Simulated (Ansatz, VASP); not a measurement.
# Sn3Se in VASP and in Ansatz

```xyz
4
Lattice="4.6451 0.0000 0.0000 0.0000 4.6451 0.0000 0.0000 0.0000 4.6451" Properties=species:S:1:pos:R:3 pbc="T T T"
Sn    2.3225    2.3225    0.0000
Sn    2.3225    0.0000    2.3225
Sn    0.0000    2.3225    2.3225
Se    0.0000    0.0000    0.0000
```

Change from the starting cell: volume scaled by 0.94.

Alike in both runs: task single point; functional LDA; k mesh 6 × 6 × 6; occupations fermi-dirac, width 0.05 eV; no spin polarisation.

|  | VASP | Ansatz |
| --- | --- | --- |
| version | VASP 6.6.1 | Ansatz 0.2.0 |
| potentials or method | VASP PAW LDA potentials, release 64 (Sn_d, Se), cutoff 520 eV | all-electron LAPW, scalar-relativistic |

```tsv
	VASP	Ansatz	Ansatz less VASP
gap on the k mesh at the Fermi level (eV)	none	none	-
pressure (GPa)	-0.9	-1.0	-0.03
```

A gap of «none» marks a metal or a gap that the smearing closes. Ansatz ran all-electron here, so the differences hold the error of VASP's frozen core and of both bases.
